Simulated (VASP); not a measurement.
# CaO (P6_3/mmc) in VASP: a series of runs, part 2 of 2

VASP 6.6.1. The steps go on from the part before.

## (3) Relaxation of cell and atoms, LDA

This run uses another cell than the first one, of 16.51 Å³/atom, 1.066 times its volume.

INCAR reads:

```
  PREC = Accurate
  ENCUT = 600
  EDIFF = 1E-6
  ISMEAR = 0
  SIGMA = 0.02
  LREAL = F
  LASPH = T
  NELM = 100
  ALGO = Normal
  ISIF = 3
  LWAVE = F
  LCHARG = F
  GGA = CA
  IBRION = 2
  NSW = 100
  EDIFFG = -0.002
```

KPOINTS reads:

```
Automatic mesh
0
Gamma
  9 9 6
```

POSCAR reads:

```
CaO
1.0
    3.9919758200      0.0000000000      0.0000000000
   -1.9959879100      3.4571524800      0.0000000000
    0.0000000000      0.0000000000      4.7848400100
Ca O
2 2
Direct
    0.3333333300      0.6666666700      0.7500000000
    0.6666666700      0.3333333300      0.2500000000
    0.3333333300      0.6666666700      0.2500000000
    0.6666666700      0.3333333300      0.7500000000
```

Potentials or basis: VASP PAW LDA potentials, release 64 (Ca_sv, O).

Started as:

```bash
cat potpaw_LDA.64/Ca_sv/POTCAR potpaw_LDA.64/O/POTCAR > POTCAR
mpirun -np 1 vasp_std > vasp.out
```

OUTCAR:

```text
PREC = Accurate
   ENCUT = 600
   EDIFF = 1E-6
   ISMEAR = 0
   LREAL = F
   LASPH = T
   NELM = 100
   ISIF = 3
   GGA = CA
   IBRION = 2
   NSW = 100
   EDIFFG = -0.002

 ion  position               nearest neighbor table
   1  0.333  0.667  0.750-   4 2.30   4 2.30   4 2.30   3 2.39   3 2.39
   2  0.667  0.333  0.250-   3 2.30   3 2.30   3 2.30   4 2.39   4 2.39
   3  0.333  0.667  0.250-   2 2.30   2 2.30   2 2.30   1 2.39   1 2.39
   4  0.667  0.333  0.750-   1 2.30   1 2.30   1 2.30   2 2.39   2 2.39

  LATTYP: Found a hexagonal cell.
 ALAT       =     3.9919758200
 C/A-ratio  =     1.1986144771

  Lattice vectors:

 A1 = (   3.9919758200,   0.0000000000,   0.0000000000)
 A2 = (  -1.9959879100,   3.4571524800,   0.0000000000)
 A3 = (   0.0000000000,   0.0000000000,   4.7848400100)

Analysis of symmetry for initial positions (statically):
=====================================================================
 Subroutine PRICEL returns:
 Original cell was already a primitive cell.

 Routine SETGRP: Setting up the symmetry group for a
 hexagonal supercell.

 Subroutine GETGRP returns: Found 24 space group operations
 (whereof 12 operations were pure point group operations)
 out of a pool of 24 trial point group operations.

The static configuration has the point symmetry D_3d.
 The point group associated with its full space group is D_6h.

Analysis of symmetry for dynamics (positions and initial velocities):
=====================================================================
 Subroutine PRICEL returns:
 Original cell was already a primitive cell.

 Routine SETGRP: Setting up the symmetry group for a
 hexagonal supercell.

 Subroutine GETGRP returns: Found 24 space group operations
 (whereof 12 operations were pure point group operations)
 out of a pool of 24 trial point group operations.

The dynamic configuration has the point symmetry D_3d.
 The point group associated with its full space group is D_6h.

 Subroutine INISYM returns: Found 24 space group operations
 (whereof 12 operations are pure point group operations),
 and found     1 'primitive' translations

----------------------------------------------------------------------------------------

                                     Primitive cell

  volume of cell :      66.0350

  direct lattice vectors                    reciprocal lattice vectors
     3.991975820  0.000000000  0.000000000     0.250502519  0.144627697  0.000000000
    -1.995987910  3.457152480  0.000000000     0.000000000  0.289255393  0.000000000
     0.000000000  0.000000000  4.784840010     0.000000000  0.000000000  0.208993404

  length of vectors
     3.991975820  3.991975827  4.784840010     0.289255394  0.289255393  0.208993404

  position of ions in fractional coordinates (direct lattice)
     0.333333330  0.666666670  0.750000000
     0.666666670  0.333333330  0.250000000
     0.333333330  0.666666670  0.250000000
     0.666666670  0.333333330  0.750000000

  ion indices of the primitive-cell ions
   primitive index   ion index
                 1           1
                 2           2
                 3           3
                 4           4

----------------------------------------------------------------------------------------

 KPOINTS: Automatic mesh

Automatic generation of k-mesh.
 Grid dimensions read from file:
 generate k-points for:    9    9    6

 Generating k-lattice:

  Cartesian coordinates                     Fractional coordinates (reciprocal lattice)
     0.027833613  0.016069744  0.000000000     0.111111111 -0.000000000  0.000000000
     0.000000000  0.032139488  0.000000000     0.000000000  0.111111111  0.000000000
     0.000000000  0.000000000  0.034832234     0.000000000  0.000000000  0.166666667

  Length of vectors
     0.032139488  0.032139488  0.034832234

  Shift w.r.t. Gamma in fractional coordinates (k-lattice)
     0.000000000  0.000000000  0.000000000

 Subroutine IBZKPT returns following result:
 ===========================================

 Found     48 irreducible k-points:

 Following reciprocal coordinates:
            Coordinates               Weight
  0.000000  0.000000  0.000000      1.000000
  0.111111 -0.000000  0.000000      6.000000
  0.222222  0.000000  0.000000      6.000000
  0.333333  0.000000  0.000000      6.000000
  0.444444  0.000000  0.000000      6.000000
  0.111111  0.111111  0.000000      6.000000
[... 16 lines left out ...]
  0.333333  0.222222  0.166667     24.000000
  0.333333  0.333333  0.166667      4.000000
 [... further k-points ...]
   k-points           NKPTS =     48   k-points in BZ     NKDIM =     48   number of bands    NBANDS=     20
   number of dos      NEDOS =    301   number of ions     NIONS =      4
   total plane-waves  NPLWV =  40960
   dimension x,y,z NGX =    32 NGY =   32 NGZ =   40
   dimension x,y,z NGXF=    64 NGYF=   64 NGZF=   80
   ions per type =               2   2
   NGX,Y,Z   is equivalent  to a cutoff of  13.33, 13.33, 13.90 a.u.
   NGXF,Y,Z  is equivalent  to a cutoff of  26.65, 26.65, 27.80 a.u.
 SYSTEM =  unknown system
   PREC   = accura    normal or accurate (medium, high low for compatibility)
   ISTART =      0    job   : 0-new  1-cont  2-samecut
   ICHARG =      2    charge: 1-file 2-atom 10-const
   ISPIN  =      1    spin polarized calculation?
   LNONCOLLINEAR =      F non collinear calculations
   LSORBIT =      F    spin-orbit coupling
   LASPH  =      T    aspherical Exc in radial PAW
   ENCUT  =  600.0 eV  44.10 Ry    6.64 a.u.   7.97  7.97  9.56*2*pi/ulx,y,z
   NELM   =    100;   NELMIN=  2; NELMDL= -5     # of ELM steps
   EDIFF  = 0.1E-05   stopping-criterion for ELM
   LREAL  =      F    real-space projection
   EDIFFG = -.2E-02   stopping-criterion for IOM
   NSW    =    100    number of steps for IOM
   IBRION =      2    ionic relax: 0-MD 1-quasi-New 2-CG
   NFREE  =      1    steps in history (QN), initial steepest desc. (CG)
   ISIF   =      3    stress and relaxation
   ISYM   =      2    0-nonsym 1-usesym 2-fastsym
   POTIM  = 0.5000    time-step for ionic-motion
   TEBEG  =    0.0;   TEEND  =   0.0 temperature during run
   PSTRESS=    0.0 pullay stress
   NELECT =      32.0000    total number of electrons
   NUPDOWN=      -1.0000    fix difference up-down
   EMIN   =  10.00;   EMAX   =-10.00  energy-range for DOS
   EFERMI =   0.00;   METHOD = LEGACY
   ISMEAR =     0;   SIGMA  =   0.02  broadening in eV -4-tet -1-fermi 0-gaus
   EFERMI_NEDOS =   21; number of points for ismear=-14 and -15
   IALGO  =     38    algorithm
   IMIX   =      4    mixing-type and parameters
     AMIX     =   0.40;   BMIX     =  1.00
     AMIX_MAG =   1.60;   BMIX_MAG =  1.00
  volume/ion in A,a.u.               =      16.51       111.41
  Fermi-wavevector in a.u.,A,eV,Ry     =   1.285879  2.429960 22.497037  1.653486
  Thomas-Fermi vector in A             =   2.417987
   LORBIT       =      0    0 simple, 1 ext, 2 COOP (PROOUT), +10 PAW based schemes
   GGA     = CA    functional components
   LHFCALC =     F    Hartree Fock is set to
   AEXX    =    0.0000 exact exchange contribution
   IVDW    =     0    specifies the selected vdW correction
   LEPSILON=     F    determine dielectric tensor
   LRPA    =     F    only Hartree local field effects (RPA)
 conjugate gradient relaxation of ions
 non-spin polarized calculation
 Gauss-broadening in eV      SIGMA  =   0.02
  energy-cutoff  :      600.00
  volume of cell :       66.03
 maximum number of plane-waves:      2226
 NGX is ok and might be reduce to    32
   NGX = 15   NGY = 15   NGZ = 19

--------------------------------------- Ionic step        1  -------------------------------------------

 number of electron      32.0000000 magnetization

 Free energy of the ion-electron system (eV)
  ---------------------------------------------------
  ext. energy  EPLUGINS =         0.00000000
  ---------------------------------------------------
  free energy    TOTEN  =       -27.94482168 eV

  energy without entropy =      -27.94482168  energy(sigma->0) =      -27.94482168

 E-fermi :   1.1357     XC(G=0):  -9.9575

 val. band max:        0.9885094956   @ k =   0.0000   0.0000   0.0000
 cond. band min:       3.9894860337   @ k =   0.0000   0.0000   0.0000
 fundamental gap:      3.0009765381
 Fermi energy:         1.1356753789

 k-point     1 :       0.0000    0.0000    0.0000
  band No.  band energies     occupation
      1     -36.0971      2.00000
      2     -35.9558      2.00000
      3     -17.7560      2.00000
      4     -17.4953      2.00000
      5     -17.4953      2.00000
      6     -17.2874      2.00000
[... 12 lines left out ...]
     19       6.9954      0.00000
[... 793 lines left out ...]
  energy  without entropy=      -28.0076706417  energy(sigma->0) =      -28.00767064

--------------------------------------- Ionic step        8  -------------------------------------------

 number of electron      32.0000004 magnetization

 Free energy of the ion-electron system (eV)
  ---------------------------------------------------
  ext. energy  EPLUGINS =         0.00000000
  ---------------------------------------------------
  free energy    TOTEN  =       -28.00767629 eV

  energy without entropy =      -28.00767629  energy(sigma->0) =      -28.00767629

 E-fermi :   1.3995     XC(G=0): -10.2192

 val. band max:        1.2804683969   @ k =   0.0000   0.0000   0.0000
 cond. band min:       4.4728158516   @ k =   0.0000   0.0000   0.0000
 fundamental gap:      3.1923474546
 Fermi energy:         1.3994569689

 k-point     1 :       0.0000    0.0000    0.0000
  band No.  band energies     occupation
      1     -35.5790      2.00000
      2     -35.3981      2.00000
      3     -17.3196      2.00000
      4     -16.9962      2.00000
      5     -16.9962      2.00000
      6     -16.7457      2.00000
[... 12 lines left out ...]
     19       7.4141      0.00000
[... 561 lines left out ...]
  FREE ENERGIE OF THE ION-ELECTRON SYSTEM (eV)
  ---------------------------------------------------
  free  energy   TOTEN  =       -28.0076762904 eV

  energy  without entropy=      -28.0076762904  energy(sigma->0) =      -28.00767629

 reached required accuracy - stopping structural energy minimisation
```

OSZICAR:

```text
N       E                     dE             d eps       ncg     rms          rms(c)
DAV:   1     0.356247551680E+03    0.35625E+03   -0.18110E+04  1920   0.177E+03
DAV:   2     0.239117707339E+01   -0.35386E+03   -0.33869E+03  2148   0.467E+02
DAV:   3    -0.315614192403E+02   -0.33953E+02   -0.33770E+02  3192   0.131E+02
[... 62 lines left out ...]
DAV:   1    -0.280077057891E+02   -0.35599E-04   -0.79337E-04  2248   0.287E-01    0.367E-02
DAV:   2    -0.280076831448E+02    0.22644E-04   -0.13923E-04  2356   0.845E-02    0.165E-02
DAV:   3    -0.280076774842E+02    0.56606E-05   -0.15785E-05  2560   0.411E-02    0.838E-03
DAV:   4    -0.280076762954E+02    0.11889E-05   -0.12186E-05  3204   0.263E-02    0.327E-03
DAV:   5    -0.280076762904E+02    0.49636E-08   -0.41320E-07  1032   0.772E-03
   8 F= -.28007676E+02 E0= -.28007676E+02  d E =-.206299E-04
```

Wall time 2.8 min (1 thread of AMD EPYC 9R45 (Zen 5), shared host); peak memory 0.19 GiB.

What came out:

- Free energy: -28.0077 eV
- Relaxed volume: 15.59 Å³/atom
- Relaxed cell: a = 3.917 Å, b = 3.917 Å, c = 4.693 Å, α = 90.00°, β = 90.00°, γ = 120.00°
- Space group after relaxing (to 0.05 Å): P6_3/mmc (No. 194)
- Energy gained by relaxing: 15.7 meV/atom
- Ionic steps: 8
- Pressure after relaxing: 0.0 GPa
- Band gap on the k mesh: 3.19 eV, direct

The path:
```csv
step,energy change (eV),largest force (eV/Å),pressure (GPa),volume (Å³)
1,0.0000,0.0000,-5.19,66.03
2,-0.0531,0.0000,2.34,61.06
3,-0.0627,0.0000,0.01,62.38
4,-0.0627,0.0000,-0.11,62.45
5,-0.0628,0.0000,-0.11,62.44
6,-0.0628,0.0000,-0.10,62.43
7,-0.0628,0.0000,0.03,62.34
8,-0.0629,0.0000,0.01,62.36
```

Final structure:
```
CELL_PARAMETERS angstrom
3.91702 0.00000 0.00000
-1.95851 3.39224 0.00000
0.00000 0.00000 4.69334
ATOMIC_POSITIONS crystal
Ca 0.33333 0.66667 0.75000
Ca 0.66667 0.33333 0.25000
O 0.33333 0.66667 0.25000
O 0.66667 0.33333 0.75000
```

Caveat: an odd mesh through Γ misses points on the zone boundary, where band edges often lie.

## (4) Single point, LDA

This run uses another cell than the first one, of 16.51 Å³/atom, 1.066 times its volume.

INCAR reads:

```
  ALGO = Normal
  EDIFF = 1E-7
  ENCUT = 520
  GGA = CA
  ISIF = 2
  ISMEAR = 0
  LASPH = True
  LCHARG = False
  LREAL = False
  LWAVE = False
  NBANDS = 24
  NELM = 100
  PREC = Accurate
  SIGMA = 0.1
```

KPOINTS reads:

```
k-points
0
Gamma
  6 6 4
```

POSCAR is that of step 3.

Started as:

```bash
cat potpaw_LDA.64/Ca_sv/POTCAR potpaw_LDA.64/O/POTCAR > POTCAR
mpirun -np 1 vasp_std > vasp.out
```

Wall time 20 s (1 thread of AMD EPYC 9R45 (Zen 5), shared host); peak memory 0.14 GiB.

It converged, with:

| Quantity | Value |
| --- | --- |
| Free energy | -27.9394 eV |
| Pressure | -5.1 GPa |
| Band gap on the k mesh | 3.00 eV, direct |

Stress tensor (GPa, compression positive):
```
-4.86  0.00  0.00
 0.00 -4.86  0.00
 0.00  0.00 -5.59
```

Levels at points of the mesh, in eV from the valence-band top:
```tsv
k point	band 14	band 15	band 16	band 17	band 18	band 19
(0.00, 0.00, 0.00)	-1.17	-1.10	0.00	3.00	6.00	6.00
(0.50, 0.00, 0.00)	-0.85	-0.61	-0.39	4.53	5.09	5.11
(0.00, 0.00, 0.50)	-1.32	-1.32	-1.32	4.81	4.81	7.68
(0.50, 0.00, 0.50)	-1.08	-0.77	-0.77	5.20	5.20	7.21
```

Expect the measured gap to be larger: semilocal functionals such as LDA lack the derivative discontinuity.

## (5) The runs side by side

```csv
task,cell,k mesh,cutoff (eV),smearing,gap on the mesh (eV),pressure (GPa)
single point,"P6_3/mmc, 15.49 Å³/atom",9 × 9 × 6,520,gaussian 0.02 eV,3.21,0.8
relaxation of cell and atoms,relaxed,9 × 9 × 6,600,gaussian 0.02 eV,3.19,0.0
single point,"P6_3/mmc, 16.51 Å³/atom",6 × 6 × 4,520,gaussian 0.1 eV,3.00,-5.1
```

Alike in all rows: level LDA; potentials or basis VASP PAW LDA potentials, release 64 (Ca_sv, O); no spin polarisation.

Caveats: an odd mesh through Γ misses points on the zone boundary, where band edges often lie (some runs).

Absolute energies hang on the potentials; compare differences alone.
